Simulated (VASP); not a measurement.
The system is Te.

```
Te
1.0
     2.30590    1.33131    1.69095
    -2.30590    1.33131    1.69095
     0.00000   -2.66263    1.69095
Te
1
Cartesian
  0.0000 0.0000 2.5364
```

This isn't the form of Te at room conditions, which is trigonal, of chains.

* Program: VASP 6.6.1
* Task: relaxation of cell and atoms
* Functional: PBE
* Potentials or basis: VASP PAW PBE potentials, release 64 (Te)
* Cutoff: 600 eV
* k mesh: 9 × 9 × 9
* Occupations: fermi-dirac, width 0.05 eV
* Spin: no spin polarisation

At the start: pressure 2.6 GPa; volume 31.15 Å³/atom.

Task: Where does the relaxation end?

Result: Over 9 steps the energy falls by 15.0 meV/atom and the volume is 32.84 Å³/atom (+5.4 %); space group R-3m (No. 166, to 0.05 Å).

The path:
| step | energy change (eV) | largest force (eV/Å) | pressure (GPa) | volume (Å³) |
| --- | --- | --- | --- | --- |
| 1 | 0.0000 | 0.0000 | 2.58 | 31.15 |
| 2 | -0.0082 | 0.0000 | -1.19 | 33.47 |
| 3 | -0.0114 | 0.0000 | 0.00 | 32.63 |
| 4 | -0.0120 | 0.0000 | -0.01 | 32.66 |
| 5 | -0.0135 | 0.0000 | -0.03 | 32.76 |
| 6 | -0.0150 | 0.0000 | -0.13 | 32.93 |
| 7 | -0.0150 | 0.0000 | -0.15 | 32.94 |
| 8 | -0.0147 | 0.0000 | 0.44 | 32.57 |
| 9 | -0.0150 | 0.0000 | 0.01 | 32.84 |

Final structure:
```cif
data_structure
_symmetry_space_group_name_H-M 'P 1'
_symmetry_Int_Tables_number 1
_cell_length_a 3.2036
_cell_length_b 3.2036
_cell_length_c 3.2036
_cell_angle_alpha 91.544
_cell_angle_beta 91.544
_cell_angle_gamma 91.544
_cell_volume 32.84
loop_
_atom_site_label
_atom_site_type_symbol
_atom_site_fract_x
_atom_site_fract_y
_atom_site_fract_z
_atom_site_occupancy
Te1 Te 0.50000 0.50000 0.50000 1
```
